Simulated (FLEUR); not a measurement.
# TePb: equation of state with PBE

TePb:

```
Pb Te
1.0
     0.00000    3.23100    3.23100
     3.23100    0.00000    3.23100
     3.23100    3.23100    0.00000
Pb Te
1 1
Direct
  0.00000 0.00000 0.00000
  0.50000 0.50000 0.50000
```

* Program: FLEUR MaX-R8.1 (later development tree)
* Task: equation of state
* Functional: PBE
* Potentials or basis: all-electron
* Basis: FLAPW
* Kmax: 4.1 1/bohr
* k mesh: 7 × 7 × 7
* Occupations: fermi-dirac, width 0.05 eV
* Spin: no spin polarisation

```
Equilibrium volume                      : 35.45 Å³/atom
Bulk modulus                            : 38 GPa
Pressure derivative of the bulk modulus : 4.5
```

Energy against volume, from the lowest point:
| volume (Å³/atom) | energy (meV/atom) |
| --- | --- |
| 31.706 | 58.05 |
| 32.380 | 37.44 |
| 33.055 | 21.83 |
| 33.730 | 10.70 |
| 34.404 | 3.63 |
| 35.079 | 0.18 |
| 35.753 | 0.00 |

Caveat: this odd mesh misses L, where the gap lies, so gap, dielectric constants and Born charges aren't listed. Spin-orbit coupling is left out, which matters for the levels of Pb, Te.
